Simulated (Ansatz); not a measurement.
# GaSb: band gap under strain

Aim: follow the gap of GaSb built on the zincblende prototype through these states: +2.0 % biaxial strain in the (111) plane, free along [111]; +3.0 % biaxial strain in the (111) plane, free along [111]; +4.0 % biaxial strain in the (111) plane, free along [111]. The table at the end shows which levels were run.

Code: Ansatz 0.2.0. PAW datasets, plane waves. Calculated at 0 K for a non-magnetic cell.

### Step 1. The system as given

The unstrained cell was relaxed with r2SCAN; in each strained cell the atoms were relaxed again with r2SCAN. Names of k-points are those of the unstrained zone, where strain can split equivalent points. First state: +2.0 % biaxial strain in the (111) plane, free along [111].

The symmetry is R3m (No. 160, trigonal); a = 4.423 Å, c = 10.519 Å in the conventional setting, 29.70 Å³ an atom. Near Ga stand 4 Sb at 2.66–2.69 Å; near Sb stand 4 Ga at 2.66–2.69 Å.

Coordinates:

Space group R3m:H (No. 160). a = 4.423 Å, b = 4.423 Å, c = 10.519 Å, α = 90.00°, β = 90.00°, γ = 120.00°
```
atom  site  symmetry       x       y       z
  Ga    3a        3m  0.3333  0.6667  0.6653
  Sb    3a        3m  0.3333  0.6667  0.9180
```

From earlier runs on the unstrained cell: PBE 0.00 eV, r2SCAN 0.41 eV, HSE06 0.77 eV, r2SCAN+SOC 0.20 eV; a = 6.132 Å.

### Step 2. +2.0 % biaxial strain in the (111) plane, free along [111]: PBE

Input file input.yaml:

```yaml
crystal:
  lattice:
    - [-0.0603445332, 3.0668518407, 3.0668518407]
    - [3.0668518407, -0.0603445332, 3.0668518407]
    - [3.0668518407, 3.0668518407, -0.0603445332]
  atoms:
    - { symbol: Ga, position: [-0.0013312457, -0.0013312457, -0.0013312457] }
    - { symbol: Sb, position: [0.2513312457, 0.2513312457, 0.2513312457] }
kpoints:
  mp_grid: { grid: [8, 8, 8] }
  band_path:
    path:
      - [0.0, 0.0, 0.0]
      - [-0.5, -0.5, 0.0]
      - [-0.375, -0.375, 0.25]
      - [-0.375, 0.0, 0.375]
      - [0.0, 0.0, 0.5]
      - [-0.5, -0.25, 0.25]
      - [-0.018229, 0.0, 0.018229]
      - [0.5, 0.5, 0.5]
    npoints: 1
hamiltonian:
  xc: pbe
scf:
  occupations: { method: fermi_dirac, width: 0.02 }
  n_extra_bands: 4
output:
  forces: true
  stress: true
  eigenvalues: true
```

The run is started by

```console
$ ansatz run input.yaml --threads 2 --pin off --max-ram 29491MiB --backend cpu --events-out ev --progress --plain --runs-dir out
```

Further steps of the session: +2.0 % biaxial strain in the (111) plane, free along [111]: r2SCAN; +2.0 % biaxial strain in the (111) plane, free along [111]: HSE06; +2.0 % biaxial strain in the (111) plane, free along [111]: r2SCAN+SOC; +3.0 % biaxial strain in the (111) plane, free along [111]: PBE; +3.0 % biaxial strain in the (111) plane, free along [111]: r2SCAN; +3.0 % biaxial strain in the (111) plane, free along [111]: HSE06; +3.0 % biaxial strain in the (111) plane, free along [111]: r2SCAN+SOC; +4.0 % biaxial strain in the (111) plane, free along [111]: PBE; +4.0 % biaxial strain in the (111) plane, free along [111]: r2SCAN; +4.0 % biaxial strain in the (111) plane, free along [111]: HSE06; +4.0 % biaxial strain in the (111) plane, free along [111]: r2SCAN+SOC.

What does the calculation give?

As calculated:

Least gap in eV (negative: overlap), with the change from the unstrained cell in brackets:

```
                                                     state  volume change (%)            PBE         r2SCAN         HSE06
+2.0 % biaxial strain in the (111) plane, free along [111]               +3.0   0.00 (-0.00)   0.14 (-0.27)  0.41 (-0.36)
+3.0 % biaxial strain in the (111) plane, free along [111]               +4.7  -0.16 (-0.16)   0.07 (-0.34)  0.29 (-0.48)
+4.0 % biaxial strain in the (111) plane, free along [111]               +6.3  -0.29 (-0.29)  -0.08 (-0.49)  0.21 (-0.56)
```

**Reading.** With HSE06, of the states in the table +4.0 % biaxial strain in the (111) plane, free along [111] shifts the gap most, by -0.563 eV. PBE and HSE06 differ by 0.77 eV on the unstrained gap, and by at most 0.35 eV on its change. Under +2.0 % biaxial strain in the (111) plane, free along [111] and under +3.0 % biaxial strain in the (111) plane, free along [111] and under +4.0 % biaxial strain in the (111) plane, free along [111] PBE gives no gap, or under 0.02 eV, while HSE06 has one. Spin-orbit coupling is left out of the table, though the cell holds Sb (Z = 51); in an element this heavy it can shift bands and gaps by tenths of an eV.
